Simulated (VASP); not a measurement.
Crystal: ZnO (zincite).

```
CELL_PARAMETERS angstrom
3.23676 0.00000 0.00000
-1.61838 2.80312 0.00000
0.00000 0.00000 5.22386
ATOMIC_POSITIONS crystal
Zn 0.33333 0.66667 0.49998
Zn 0.66667 0.33333 0.99998
O 0.66667 0.33333 0.37903
O 0.33333 0.66667 0.87903
```

Program: VASP 6.6.1. Alike in all runs: potentials or basis VASP PAW PBE potentials, release 64 (Zn, O); no spin polarisation; cell as given; k mesh 9 × 9 × 5; cutoff (eV) 520; smearing gaussian 0.03 eV.

Q: Order these runs on this cell by their band gap on the k mesh, lowest first.
A. level PBE
B. level r2SCAN
C. level TB-mBJ

A: A (0.79 eV), B (1.23 eV), C (2.57 eV).
